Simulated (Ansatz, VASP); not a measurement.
Two plane-wave programs on SnTe

Contents of INCAR:

```
PREC = Accurate
ENCUT = 520
EDIFF = 1E-8
ISMEAR = -1
SIGMA = 0.05
LREAL = False
LASPH = True
NELM = 80
ALGO = Normal
ISIF = 2
LWAVE = False
LCHARG = False
GGA = PE
LEFG = True
NBANDS = 17
```

The input KPOINTS:

```
regular mesh
0
Gamma
  9 9 9
```

POSCAR

```
SnTe
1.0
    0.0000000000      3.5337391279      3.5337391279
    3.5337391279      0.0000000000      3.5337391279
    3.5337391279      3.5337391279      0.0000000000
Sn Te
1 1
Direct
    0.0000000000      0.0000000000      0.0000000000
    0.2500000000      0.2500000000      0.2500000000
```

Input for Ansatz:

```yaml
crystal:
  lattice:
    - [0.0, 3.5337391279, 3.5337391279]
    - [3.5337391279, 0.0, 3.5337391279]
    - [3.5337391279, 3.5337391279, 0.0]
  atoms:
    - { symbol: Sn, position: [0.0, 0.0, 0.0] }
    - { symbol: Te, position: [0.25, 0.25, 0.25] }
kpoints:
  mp_grid: { grid: [9, 9, 9] }
scf:
  occupations: { method: fermi_dirac, width: 0.05 }
hamiltonian:
  xc: pbe
  pseudopotentials: { kind: paw }
output:
  forces: true
  stress: true
  eigenvalues: true
  efg: { contact_densities: true }
```

Change from the starting cell: volume scaled by 0.9405, PAW files.

Alike in both runs: task electric field gradients; functional PBE; k mesh 9 × 9 × 9; occupations fermi-dirac, width 0.05 eV; no spin polarisation.

|  | VASP | Ansatz |
| --- | --- | --- |
| version | VASP 6.6.1 | Ansatz 0.2.0 |
| potentials or method | VASP PAW PBE potentials, release 64 (Sn_d, Te) | PAW with Ansatz's default frozen-core files, scalar-relativistic |
| plane-wave cutoff (eV) | 520 | 420 |
| valence electrons in the cell | 20 | 30 |

```tsv
	VASP	Ansatz	Ansatz less VASP
pressure (GPa)	1.7	1.7	+0.01
Vzz of the field gradient on the site that differs most (V/Å²)	0.0	0.0	0.00
```

The functional is the same, so the differences come from potentials, cutoffs and numerics. The two sets of potentials don't hold the same shells in valence. Ansatz warned: «gradients_without_spin_orbit».

Spin-orbit coupling is left out, which matters for the levels of Te.
